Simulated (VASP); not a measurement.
## From an Ansatz input to VASP: BaHfO$_{3}$ (strained cubic perovskite)

Ansatz input

```yaml
crystal:
  lattice:
    - [4.00997642, 0.0, 0.0]
    - [0.0, 4.00997642, 0.0]
    - [0.0, 0.0, 4.2730220947]
  atoms:
    - { symbol: Ba, position: [0.0, 0.0, 0.0] }
    - { symbol: Hf, position: [0.5, 0.5, 0.5] }
    - { symbol: O, position: [0.5, 0.5, 0.0] }
    - { symbol: O, position: [0.5, 0.0, 0.5] }
    - { symbol: O, position: [0.0, 0.5, 0.5] }
kpoints:
  mp_grid: { grid: [6, 6, 6] }
  band_path:
    path: [[0.0, 0.0, 0.0], [0.0, 0.5, 0.0], [0.5, 0.5, 0.0], [0.5, 0.5, 0.5]]
    npoints: 1
hamiltonian:
  xc: pbe
scf:
  occupations: { method: fermi_dirac, width: 0.02 }
  n_extra_bands: 5
output:
  forces: true
  stress: true
  eigenvalues: true
```

Problem. Write VASP inputs for this cell and level of theory.

Solution. 

INCAR

```
PREC = Accurate
LWAVE = .FALSE.
SIGMA = 0.02
ENCUT = 520
NSW = 0
LCHARG = .FALSE.
ISIF = 2
ISMEAR = -1
IBRION = -1
NBANDS = 27
LASPH = .TRUE.
GGA = PE
LREAL = .FALSE.
EDIFF = 1E-7
NELM = 120
```

KPOINTS

```
KPOINTS created by Atomic Simulation Environment
0
Gamma
6 6 6
0 0 0
```

KPOINTS_OPT

```
special points
4
Reciprocal
0.0000000000 0.0000000000 0.0000000000 1
0.0000000000 0.5000000000 0.0000000000 1
0.5000000000 0.5000000000 0.0000000000 1
0.5000000000 0.5000000000 0.5000000000 1
```

POSCAR

```
Ba Hf O
 1.0000000000000000
     4.0099764200000001    0.0000000000000000    0.0000000000000000
     0.0000000000000000    4.0099764200000001    0.0000000000000000
     0.0000000000000000    0.0000000000000000    4.2730220946999999
 Ba  Hf  O
   1   1   3
Cartesian
  0.0000000000000000  0.0000000000000000  0.0000000000000000
  2.0049882099999996  2.0049882099999996  2.1365110473500000
  2.0049882099999996  2.0049882099999996  0.0000000000000000
  2.0049882099999996  0.0000000000000000  2.1365110473500000
  0.0000000000000000  2.0049882099999996  2.1365110473500000
```

VASP ran with the recommended PBE PAW datasets (38 valence electrons in the cell). Other inputs would serve too.

```csv
,Ansatz,VASP
gap between bands v and c,3.58 eV,3.49 eV
least direct gap,3.60 eV,3.66 eV
pressure,16.1 GPa,15.7 GPa
```

The two codes use different PAW datasets and cutoffs. VASP's cell holds 38 valence electrons and Ansatz's 54. Ansatz's stress includes a Pulay correction; VASP's doesn't.
